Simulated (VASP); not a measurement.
Wanted: the native input for a VASP 6.6.1 run.

```yaml
Task: relaxation of the atoms
Functional: PBEsol
Potentials_or_basis: VASP PAW PBE potentials, release 64 (Al, N)
Cutoff: 520 eV
k_mesh: 9 × 6 × 1
Occupations: gaussian, width 0.03 eV
Spin: no spin polarisation
Dipole_correction: yes
Further_INCAR_settings: ALGO = Normal; EDIFF = 1e-06; IBRION = 2; EDIFFG = -0.02; NSW = 80
```

The structure of AlN lies in POSCAR:

```
AlN
1.0
    3.1131016400      0.0000000000      0.0000000000
    0.0000000000      4.9818130000      0.0000000000
    0.0000000000      0.0000000000     26.6827781500
Al N
10 10
Direct
    0.9999996500      0.0010140000      0.2810801800
    0.5000006900      0.5010140000      0.3147602100
    0.4999997700      0.0010140000      0.3821200800
    0.0000008100      0.5010140000      0.4158001100
    0.9999998900      0.0010140000      0.4831599800
    0.5000009200      0.5010140000      0.5168400200
    0.5000000000      0.0010140000      0.5841998900
    0.0000010400      0.5010140000      0.6178799200
    0.0000001200      0.0010140000      0.6852397900
    0.5000011600      0.5010140000      0.7189198200
    0.9999996500      0.6189860000      0.2810801800
    0.5000006900      0.1189860000      0.3147602100
    0.4999997700      0.6189860000      0.3821200800
    0.0000008100      0.1189860000      0.4158001100
    0.9999998900      0.6189860000      0.4831599800
    0.5000009200      0.1189860000      0.5168400200
    0.5000000000      0.6189860000      0.5841998900
    0.0000010400      0.1189860000      0.6178799200
    0.0000001200      0.6189860000      0.6852397900
    0.5000011600      0.1189860000      0.7189198200
```

The input as run:

INCAR

```
PREC = Accurate
ENCUT = 520
EDIFF = 1E-6
ISMEAR = 0
SIGMA = 0.03
LREAL = False
LASPH = True
NELM = 80
ALGO = Normal
ISIF = 2
LWAVE = False
LCHARG = False
LDIPOL = True
IDIPOL = 3
DIPOL = 0.5 0.5 0.500
GGA = PS
IBRION = 2
NSW = 80
EDIFFG = -0.02
LUSENCCL = False
```

KPOINTS

```
Automatic mesh
0
Gamma
  9 6 1
```

Potentials or basis: VASP PAW PBE potentials, release 64 (Al, N).

Command:

```console
$ cat potpaw_PBE.64/Al/POTCAR potpaw_PBE.64/N/POTCAR > POTCAR
$ mpirun -np 1 vasp_std > vasp.out
```

Results of the run:

```yaml
Energy_gained_by_relaxing: 49.1 meV/atom
Ionic_steps: 25
Largest_force_after_relaxing: 0.020 eV/Å
Band_gap_on_the_k_mesh: 2.75 eV, indirect (least direct gap 2.86 eV)
```

Caveat: the PAW data sets were made with another functional, which shifts forces and pressure a little.

Run time: 29 min on 1 × NVIDIA H100 80GB with 1 thread of AMD EPYC 7R13 Processor (Zen 3), with other jobs on the host, peak memory 1.6 GiB.
